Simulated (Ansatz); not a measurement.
Crystal: ZnS.

```
Zn S
1.0
     0.00000    2.70200    2.70200
     2.70200    0.00000    2.70200
     2.70200    2.70200    0.00000
Zn S
1 1
Direct
  0.75000 0.75000 0.75000
  0.00000 0.00000 0.00000
```

```yaml
Program: Ansatz 0.2.0
Task: relaxation of cell and atoms
Functional: LDA
Potentials_or_basis: all-electron LAPW, scalar-relativistic
Basis_error_allowed: 0.001 eV/atom
k_mesh: 9 × 9 × 9
Occupations: fermi-dirac, width 0.05 eV
Spin: no spin polarisation
```

At the start: volume 19.73 Å³/atom.

Problem. Where does the relaxation end?

Solution. Over 5 steps the energy falls by 17.2 meV/atom and the volume is 18.58 Å³/atom (-5.8 %); space group F-43m (No. 216, to 0.05 Å).

The path:
| step | energy change (eV) | largest force (eV/Å) | volume (Å³) |
| --- | --- | --- | --- |
| 1 | 0.0000 | 0.0000 | 39.45 |
| 2 | -0.0284 | 0.0000 | 38.08 |
| 3 | -0.0343 | 0.0000 | 37.05 |
| 4 | -0.0344 | 0.0000 | 37.16 |
| 5 | -0.0344 | 0.0000 | 37.16 |

Final structure:
```xyz
2
Lattice="0.0000 2.6486 2.6486 2.6486 0.0000 2.6486 2.6486 2.6486 0.0000" Properties=species:S:1:pos:R:3 pbc="T T T"
Zn    3.9729    3.9729    3.9729
S     0.0000    0.0000    0.0000
```
